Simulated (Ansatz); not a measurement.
# Nickel, beta-Sn type under revPBE: ground state and equation of state, part 1 of 2

What does revPBE give for nickel in the beta-Sn type structure? We relax it, solve it on a dense k-mesh, then scale the cell to 7 volumes from 88 to 112 % of the relaxed one and try a fit of the equation of state. Spin polarisation is left out, though the real metal is magnetic, so this state lies above the ground state. The k-meshes are 15×15×10 for the relaxation; 25×25×23 for the dense run; 17×17×16 for the volumes.

Method: DFT revPBE, plane waves (420 eV) with PAW, scalar-relativistic; the PAW data stem from PBE, with regenerated cores, in Ansatz 0.2.0.

## (1) The structure to begin with

Symmetry: I4_1/amd, No. 141, tetragonal system. Conventional cell: a = 4.382 Å, b = 4.382 Å, c = 2.393 Å, α = 90.00°, β = 90.00°, γ = 90.00°. Ni (site symmetry -4m2) is surrounded by 6 Ni at 2.27 to 2.39 Å.

Coordinates:

```cif
data_structure
_symmetry_space_group_name_H-M 'I4_1/amd:1'
_symmetry_Int_Tables_number 141
_cell_length_a 4.3821
_cell_length_b 4.3821
_cell_length_c 2.3927
_cell_angle_alpha 90.000
_cell_angle_beta 90.000
_cell_angle_gamma 90.000
_cell_volume 45.95
loop_
_atom_site_label
_atom_site_type_symbol
_atom_site_symmetry_multiplicity
_atom_site_Wyckoff_symbol
_atom_site_fract_x
_atom_site_fract_y
_atom_site_fract_z
_atom_site_occupancy
Ni1 Ni 4 a 0.00000 0.00000 0.00000 1
```

## (2) Relaxing cell and atoms

The input, input.yaml:

```yaml
crystal:
  lattice:
    - [-2.1910720922, 2.1910720922, 1.1963253623]
    - [2.1910720922, -2.1910720922, 1.1963253623]
    - [2.1910720922, 2.1910720922, -1.1963253623]
  atoms:
    - { symbol: Ni, position: [0.0, 0.0, 0.0] }
    - { symbol: Ni, position: [0.75, 0.25, 0.5] }
hamiltonian:
  xc: revpbe
  pseudopotentials:
    kind: paw
    azcp:
      Ni: "pseudopotentials/Ni.paw.azcp"
basis:
  ecutwfc: 420
  fft_grid_basis: typed
kpoints:
  mp_grid: { grid: [15, 15, 10], shift: [0, 0, 0] }
magnetization:
  spin_polarized: false
scf:
  occupations: { method: fermi_dirac, width: 0.1 }
relax:
  max_steps: 60
  f_tol: 0.01
  cell: {}
output:
  write_density: true
  write_potential: true
  elf: true
  volumetric_format: npy
```

What it wrote:

```text
Warning: crystal.symmetry: narrowed to the stabiliser of the k-point mesh — unitary ops 16 → 4; excluded 12 operations that carry a point of the 15×15×10 mesh (shift [0, 0, 0]) off the mesh (the run samples exactly the mesh kpoints.mp_grid names, as under crystal.symmetry.detect: false, and its converged state has the mesh's symmetry, not the crystal's; ε∞, the Born charges and the force constants of a linear response (`dielectric:` by the response, `phonons.method: dfpt`) are averaged over those of the crystal's operations that the state keeps within a tolerance, where `mesh_tensors`, `unaveraged_element` or `gamma_mean_max_change_ev_ang2` stands beside them; a row that `dielectric.field_direction` solves alone is averaged likewise, with nothing beside; a Γ-centred mesh of equal divisions is mapped onto itself by every operation and keeps the whole group, as does a half-shifted one under kpoints.further_shifts: images)
Warning: RAYON_NUM_THREADS=2 ignored (pool sized by the plan → 2); use --threads N
Engine: ansatz 0.2.0, aarch64-unknown-linux-gnu
Pseudopotentials: kind: paw
Pseudopotential: Ni, paw, valence charge 18, recommended cutoff 420 eV (normal), <dir>
Functional definition: revPBE
  parameter kappa = 1.245
  parameter beta = 0.06672455060314922
  exchange = pbe_x(kappa = kappa, mu = beta*pi^2/3)
  correlation = pbe_c(beta = beta)
Crystal: 2 atoms, lattice volume = 22.973 Å³
Basis set: ecut = 420 eV, 451 PW (Γ), exchange–correlation on 48×48×48 points (8 copies of the dense FFT grid, shifted against one another)
Bands: 22, of which v1, the nominal top of the filled ones, is band 18 counted from 1 (17 counted from 0)
Symmetry: 4 space group operations
k-points: 608 of 2250
Non-local potential: Ni, projectors of the file, l = 0: 3, l = 1: 2, l = 2: 3, l = 3: 1
PAW form: soft (Blöchl's): semilocal exchange-correlation on the pseudo side does not see the compensation charge
PAW frozen core: Ni, regenerated for the run's functional, and the local potential with it (the file was generated under x = pbe(κ = 0.804, μ = 0.2195149727645171), c = pbe(β = 0.06672455060314922))
PAW one-centre angular grid: Ni, 590 points (default); XC on 64 Gauss nodes
Initial density: superposition of atomic densities (neutral atoms: chi_scale 0, normalization atom), corrected by the library's trained network
Initial wavefunctions: pseudopotential atomic-orbital guess
Functional: x = revpbe(κ = 1.245, μ = 0.2195149727645171), c = pbe(β = 0.06672455060314922)
SCF iter   1: F=—  HF=-11685.667619 eV  |F-HF|=—  |Δ(HF+E_count)|=         —  Δρ=6.83e-3  dr2=3.11e-3  ethr=1.77e-3  ⟨swp⟩=4.6  Hψ=49022  notcnv=0
preconditioner: auto → none  [metal: Δε(μ)=0.002 eV  Ē_g=7.707 eV  σ=0.100 eV  W_gap=0.00  n_scr=8 (ndim 8)  ℏωp=34.6 eV  f_vac=0.000  D(μ)=4.00/eV (n_scr^D=54)  sad-step TF]
SCF iter   2: F=—  HF=-11685.667563 eV  |F-HF|=—  |Δ(HF+E_count)|=   5.56e-5  Δρ=2.67e-3  dr2=3.62e-4  ethr=8.63e-6  ⟨swp⟩=2.1  Hψ=28903  notcnv=0
SCF iter   3: F=—  HF=-11685.667705 eV  |F-HF|=—  |Δ(HF+E_count)|=   1.42e-4  Δρ=7.55e-4  dr2=3.67e-5  ethr=1.01e-6  ⟨swp⟩=1.2  Hψ=14370  notcnv=0
SCF iter   4: F=—  HF=-11685.667716 eV  |F-HF|=—  |Δ(HF+E_count)|=   1.16e-5  Δρ=8.28e-5  dr2=5.94e-7  ethr=1.02e-7  ⟨swp⟩=2.6  Hψ=19870  notcnv=0
iter 5 did not close the SCF: its close was put off for the readings that it lacked (scf_convergence_deferred on its scf_iter line)
SCF iter   5: F=-11685.667716 eV  HF=-11685.667716 eV  |F-HF|=2.43e-8  |Δ(HF+E_count)|=   3.04e-8  Δρ=4.66e-5  dr2=9.36e-8  ethr=1.65e-9  ⟨swp⟩=2.1  Hψ=23462  notcnv=0
SCF iter   6: F=-11685.667716 eV  HF=-11685.667716 eV  |F-HF|=3.91e-10  |Δ(HF+E_count)|=   2.91e-9  Δρ=6.84e-6  dr2=4.81e-9  ethr=2.60e-10  ⟨swp⟩=7.0  Hψ=86776  notcnv=0
SCF 1 converged in 6 iterations: F = -11685.667716 eV  dr2 = 4.81e-9
relax step   1: F+E_penalty+E_count = -11685.66771647 eV  Δ(F+E_penalty+E_count) = +0.000e0 eV  max|allowed force component| = 6.371e-4 eV/Å  Δτ_max = 0.0000 Å  P = +9.991 GPa  Ω = 22.973 Å³  (6 SCF iters, dr2 threshold 1.00e-7 eV, accepted)
[... from here on, the SCF cycles and remarks between the steps are left out ...]
relax step   2: F+E_penalty+E_count = -11685.69709457 eV  Δ(F+E_penalty+E_count) = -2.938e-2 eV  max|allowed force component| = 3.868e-4 eV/Å  Δτ_max = 0.0000 Å  P = +4.881 GPa  Ω = 23.611 Å³  energy of the carried Pulay correction = -3.490e-4 eV  (6 SCF iters, dr2 threshold 2.00e-7 eV, accepted)
relax step   3: F+E_penalty+E_count = -11685.70756418 eV  Δ(F+E_penalty+E_count) = -1.047e-2 eV  max|allowed force component| = 1.516e-4 eV/Å  Δτ_max = 0.0000 Å  P = +0.460 GPa  Ω = 24.254 Å³  energy of the carried Pulay correction = -6.917e-4 eV  (6 SCF iters, dr2 threshold 2.00e-7 eV, accepted)
relax step   4: F+E_penalty+E_count = -11685.70766200 eV  Δ(F+E_penalty+E_count) = -9.782e-5 eV  max|allowed force component| = 1.352e-4 eV/Å  Δτ_max = 0.0000 Å  P = +0.018 GPa  Ω = 24.324 Å³  energy of the carried Pulay correction = -7.285e-4 eV  (6 SCF iters, dr2 threshold 2.00e-7 eV, accepted)
relax step   5: F+E_penalty+E_count = -11685.70810971 eV  Δ(F+E_penalty+E_count) = -4.477e-4 eV  max|allowed force component| = 5.486e-3 eV/Å  Δτ_max = 0.0002 Å  P = -0.087 GPa  Ω = 24.339 Å³  energy of the carried Pulay correction = -7.368e-4 eV  (6 SCF iters, accepted)
relax step   6: F+E_penalty+E_count = -11685.72421441 eV  Δ(F+E_penalty+E_count) = -1.610e-2 eV  max|allowed force component| = 4.018e-3 eV/Å  Δτ_max = 0.0009 Å  P = -0.469 GPa  Ω = 24.329 Å³  energy of the carried Pulay correction = -7.341e-4 eV  (6 SCF iters, dr2 threshold 2.00e-7 eV, accepted)
relax step   7: F+E_penalty+E_count = -11685.78492232 eV  Δ(F+E_penalty+E_count) = -6.071e-2 eV  max|allowed force component| = 2.732e-3 eV/Å  Δτ_max = 0.0008 Å  P = -1.820 GPa  Ω = 24.247 Å³  energy of the carried Pulay correction = -6.948e-4 eV  (6 SCF iters, dr2 threshold 2.00e-7 eV, accepted)
relax step   8: F+E_penalty+E_count = -11685.88637136 eV  Δ(F+E_penalty+E_count) = -1.014e-1 eV  max|allowed force component| = 3.620e-3 eV/Å  Δτ_max = 0.0004 Å  P = -3.410 GPa  Ω = 23.937 Å³  energy of the carried Pulay correction = -5.349e-4 eV  (6 SCF iters, dr2 threshold 2.00e-7 eV, accepted)
relax step   9: F+E_penalty+E_count = -11686.00475946 eV  Δ(F+E_penalty+E_count) = -1.184e-1 eV  max|allowed force component| = 2.035e-3 eV/Å  Δτ_max = 0.0003 Å  P = -4.466 GPa  Ω = 23.378 Å³  energy of the carried Pulay correction = -2.369e-4 eV  (6 SCF iters, dr2 threshold 2.00e-7 eV, accepted)
relax step  10: F+E_penalty+E_count = -11686.10488003 eV  Δ(F+E_penalty+E_count) = -1.001e-1 eV  max|allowed force component| = 1.208e-3 eV/Å  Δτ_max = 0.0000 Å  P = -3.272 GPa  Ω = 22.558 Å³  energy of the carried Pulay correction = +2.151e-4 eV  (6 SCF iters, dr2 threshold 2.00e-7 eV, accepted)
relax step  11: F+E_penalty+E_count = -11686.14651996 eV  Δ(F+E_penalty+E_count) = -4.164e-2 eV  max|allowed force component| = 4.008e-3 eV/Å  Δτ_max = 0.0018 Å  P = +0.414 GPa  Ω = 21.695 Å³  energy of the carried Pulay correction = +7.112e-4 eV  (6 SCF iters, dr2 threshold 2.00e-7 eV, accepted)
relax step  12: F+E_penalty+E_count = -11686.14658466 eV  Δ(F+E_penalty+E_count) = -6.471e-5 eV  max|allowed force component| = 1.495e-3 eV/Å  Δτ_max = 0.0008 Å  P = -0.513 GPa  Ω = 21.731 Å³  energy of the carried Pulay correction = +6.895e-4 eV  (6 SCF iters, dr2 threshold 2.00e-7 eV, accepted)
relax step  13: F+E_penalty+E_count = -11686.14670582 eV  Δ(F+E_penalty+E_count) = -1.212e-4 eV  max|allowed force component| = 1.070e-3 eV/Å  Δτ_max = 0.0001 Å  P = +0.057 GPa  Ω = 21.705 Å³  energy of the carried Pulay correction = +7.049e-4 eV  (6 SCF iters, dr2 threshold 2.00e-7 eV, accepted)
relax step  14: F+E_penalty+E_count = -11686.14670783 eV  Δ(F+E_penalty+E_count) = -2.006e-6 eV  max|allowed force component| = 5.301e-4 eV/Å  Δτ_max = 0.0000 Å  P = -0.001 GPa  Ω = 21.707 Å³  energy of the carried Pulay correction = +7.042e-4 eV  (6 SCF iters, accepted)
relax step  15: F+E_penalty+E_count = -11686.29135270 eV  Δ(F+E_penalty+E_count) = -1.446e-1 eV  max|allowed force component| = 4.345e-4 eV/Å  Δτ_max = 0.0000 Å  P = +8.722 GPa  Ω = 21.707 Å³  stress off target by 2.33e1 GPa  SCF on the basis re-selected at this cell (its energy is not comparable with the rows above)  (8 SCF iters)
relax step  16: F+E_penalty+E_count = -11686.38414000 eV  Δ(F+E_penalty+E_count) = -9.279e-2 eV  max|allowed force component| = 1.732e-3 eV/Å  Δτ_max = 0.0002 Å  P = +5.216 GPa  Ω = 21.911 Å³  energy of the carried Pulay correction = -2.101e-4 eV  (6 SCF iters, dr2 threshold 2.00e-7 eV, accepted)
relax step  17: F+E_penalty+E_count = -11686.41505267 eV  Δ(F+E_penalty+E_count) = -3.091e-2 eV  max|allowed force component| = 3.824e-3 eV/Å  Δτ_max = 0.0004 Å  P = +1.713 GPa  Ω = 22.253 Å³  energy of the carried Pulay correction = -4.879e-4 eV  (6 SCF iters, dr2 threshold 2.00e-7 eV, accepted)
relax step  18: F+E_penalty+E_count = -11686.41637504 eV  Δ(F+E_penalty+E_count) = -1.322e-3 eV  max|allowed force component| = 1.979e-3 eV/Å  Δτ_max = 0.0004 Å  P = -0.349 GPa  Ω = 22.498 Å³  energy of the carried Pulay correction = -6.117e-4 eV  (6 SCF iters, dr2 threshold 2.00e-7 eV, accepted)
relax step  19: F+E_penalty+E_count = -11686.41645533 eV  Δ(F+E_penalty+E_count) = -8.029e-5 eV  max|allowed force component| = 4.171e-4 eV/Å  Δτ_max = 0.0001 Å  P = +0.000 GPa  Ω = 22.456 Å³  energy of the carried Pulay correction = -5.892e-4 eV  (6 SCF iters, dr2 threshold 2.00e-7 eV, accepted)
relax step  20: F+E_penalty+E_count = -11686.41725842 eV  Δ(F+E_penalty+E_count) = -8.031e-4 eV  max|allowed force component| = 4.179e-4 eV/Å  Δτ_max = 0.0000 Å  P = +0.122 GPa  Ω = 22.456 Å³  stress off target by 3.16e-1 GPa  SCF on the basis re-selected at this cell (its energy is not comparable with the rows above)  (7 SCF iters)
relax step  21: F+E_penalty+E_count = -11686.41727347 eV  Δ(F+E_penalty+E_count) = -1.505e-5 eV  max|allowed force component| = 2.511e-4 eV/Å  Δτ_max = 0.0000 Å  P = +0.007 GPa  Ω = 22.470 Å³  energy of the carried Pulay correction = -6.931e-6 eV  (6 SCF iters, dr2 threshold 2.00e-7 eV, accepted)
relax step  22: F+E_penalty+E_count = -11686.41728092 eV  Δ(F+E_penalty+E_count) = -7.452e-6 eV  max|allowed force component| = 2.525e-4 eV/Å  Δτ_max = 0.0000 Å  P = +0.005 GPa  Ω = 22.470 Å³  stress off target by 1.93e-2 GPa  SCF on the basis re-selected at this cell (its energy is not comparable with the rows above)  (8 SCF iters)
basis re-selected at this cell: Δ(F+E_penalty+E_count) = -7.452e-6 eV, ΔP = -0.002 GPa vs the last step (what re-selecting the basis moved, of the pressure what is left beyond the Pulay correction that the steps carried, after the strain that the cell walked since its last selection, with what the two solves' SCF thresholds leave and, on support functions, any second-order correction that the steps lacked; it is no measure of the basis error at this ecutwfc). This SCF's stress stands 1.93e-2 GPa from its target on what of the cell is left free (relax.cell.stress_tol is 5.00e-2 GPa) and its largest allowed force component is 2.52e-4 eV/Å (relax.f_tol is 1.00e-2 eV/Å): within both
SCF converged after 8 iterations
Free energy (F): -11686.417281 eV
Harris-Foulkes:  -11686.417281 eV  (|F-HF|=3.64e-12)
Internal energy: -11686.245558 eV  (E = F + TS)
E sigma→0 (E₀):  -11686.331420 eV
Entropy (-TS):   -0.171723 eV (-85.861 meV/atom)
Fermi energy:    17.401507 eV
--- Per-component energies (eV) ---
  E_band       = -587.736426
  E_kinetic    = 563.565948
  E_local      = -6998.981818  (includes V_loc(G=0)·N_el)
  E_nonlocal   = 1272.972277
  E_hartree    = 2922.643741
  E_xc         = -168.938511
  E_vxc        = -217.617780  (∫ρ·V_xc dr)
  E_paw        = -3268.476012  (= ΣΔE_a)
  E_vpaw       = -1052.963632  (= ΣTr[D̂ρ^β])
  E_aug_tail   = 0.001097  (compensation charges beyond the density's cutoff)
  E_ewald      = -6008.969317
  E_core_change = -0.062964  (= ΣΔE_core)
  E_smearing   = -0.171723  (= −TS)
  E_closure    = -0.000000  (closes the sum)
  Σ components = -11686.417281   (vs F -11686.417281, Δ=0.00e0)
--- Forces (eV/Å), atoms counted from 1 ---
  atom   1  Ni    -0.00025250     0.00025250    -0.00000000
  atom   2  Ni     0.00025250    -0.00025250     0.00000000
  max |Σ_I F_I| component: 0.00e0 eV/Å
--- Stress (GPa, compression-positive) ---
        0.008904      -0.010440      -0.000556
       -0.010440       0.008904      -0.000556
       -0.000556      -0.000556      -0.003256
  P = ⅓ Tr σ = 0.0049 GPa (0.049 kbar)
--- Band table (eV; the first three rows and the last of 608) ---
  k-point 0: bands = ["-85.6958", "-85.6659", "-46.1046", "-45.9894", "-45.9529", "-45.9055", "-45.9038", "-45.8935", "8.6536", "13.0667", "15.1963", "15.4969", "15.8846", "15.9032", "15.9673", "16.1292", "16.8526", "16.8853", "16.9035", "17.3771", "22.7760", "39.2234"]
  k-point 1: bands = ["-85.6932", "-85.6647", "-46.0979", "-46.0036", "-45.9690", "-45.9132", "-45.9069", "-45.8925", "8.9907", "13.2981", "15.1818", "15.3592", "15.8820", "15.9631", "16.0051", "16.0438", "16.0973", "16.8456", "16.8902", "18.6598", "22.8347", "36.1094"]
  k-point 2: bands = ["-85.6859", "-85.6617", "-46.0792", "-46.0404", "-46.0113", "-45.9292", "-45.9149", "-45.8956", "9.9626", "13.8833", "15.0300", "15.0357", "15.1351", "15.7014", "16.1380", "16.3959", "16.3986", "16.8205", "16.8943", "20.4840", "23.0643", "31.5901"]
  k-point 607: bands = ["-85.6605", "-85.6605", "-46.1510", "-46.1510", "-45.9573", "-45.9573", "-45.9403", "-45.9403", "13.1620", "13.1620", "14.4594", "14.4594", "16.5781", "16.5781", "17.4243", "17.4243", "17.4528", "17.4528", "18.1941", "18.1941", "24.4552", "24.4552"]
--- Relaxed structure (19 steps of the walk, 19 accepted, 3 SCFs on fresh bases) ---
  F+E_penalty+E_count = -11686.41728092 eV   max|allowed force component| = 2.525e-4 eV/Å   (the final SCF, on the basis selected at the relaxed cell)
  cell:  # Å, volume = 22.4705 Å³
    - [-2.966016660562467, 2.966343636311858, 1.2256011131224078]
    - [2.966343636311858, -2.966016660562467, 1.2256011131224078]
    - [1.545110524452949, 1.545110524452949, -1.2250022564385206]
  atoms:
    - { symbol: Ni, position: [2.091207580785189e-5, -2.091207580785189e-5, 0.0] }
    - { symbol: Ni, position: [0.7499790879241922, 0.25002091207580796, 0.5000000000000001] }
```

It took 5.8 min on 2 threads of Arm Neoverse N1, shared host; peak memory 0.56 GiB.

The steps of the relaxation:

```csv
step,energy change (meV/atom),largest force (eV/Å),pressure (GPa),volume (Å³/atom)
1,0.00,0.0006,9.99,11.487
2,-14.69,0.0004,4.88,11.806
3,-19.92,0.0002,0.46,12.127
4,-19.97,0.0001,0.02,12.162
5,-20.20,0.0055,-0.09,12.170
6,-28.25,0.0040,-0.47,12.165
7,-58.60,0.0027,-1.82,12.124
8,-109.33,0.0036,-3.41,11.969
9,-168.52,0.0020,-4.47,11.689
10,-218.58,0.0012,-3.27,11.279
11,-239.40,0.0040,0.41,10.847
12,-239.43,0.0015,-0.51,10.866
13,-239.49,0.0011,0.06,10.853
14,-239.50,0.0005,0.00,10.853
15,-311.82,0.0004,8.72,10.853
16,-358.21,0.0017,5.22,10.956
17,-373.67,0.0038,1.71,11.127
18,-374.33,0.0020,-0.35,11.249
19,-374.37,0.0004,0.00,11.228
20,-374.77,0.0004,0.12,11.228
21,-374.78,0.0003,0.01,11.235
22,-374.78,0.0003,0.00,11.235
```

Steps that repeat a cell are solved on a basis chosen anew, so their changes of energy are no gain of the relaxation.

Changes in the cell that was computed:

|  | before | after | change |
| --- | --- | --- | --- |
| a (Å) | 3.322 | 4.370 | +31.6 % |
| b (Å) | 3.322 | 4.370 | +31.6 % |
| c (Å) | 3.322 | 2.505 | -24.6 % |
| α (°) | 97.45 | 97.88 | +0.4 % |
| β (°) | 97.45 | 97.88 | +0.4 % |
| γ (°) | 137.78 | 147.43 | +7.0 % |
| volume (Å³/atom) | 11.487 | 11.235 | -2.2 % |
| shortest distance (Å) | 2.271 | 2.443 | +7.6 % |
| space group (spins left aside) | I4_1/amd | Fddd | changed |

(Continued in part 2 of 2.)
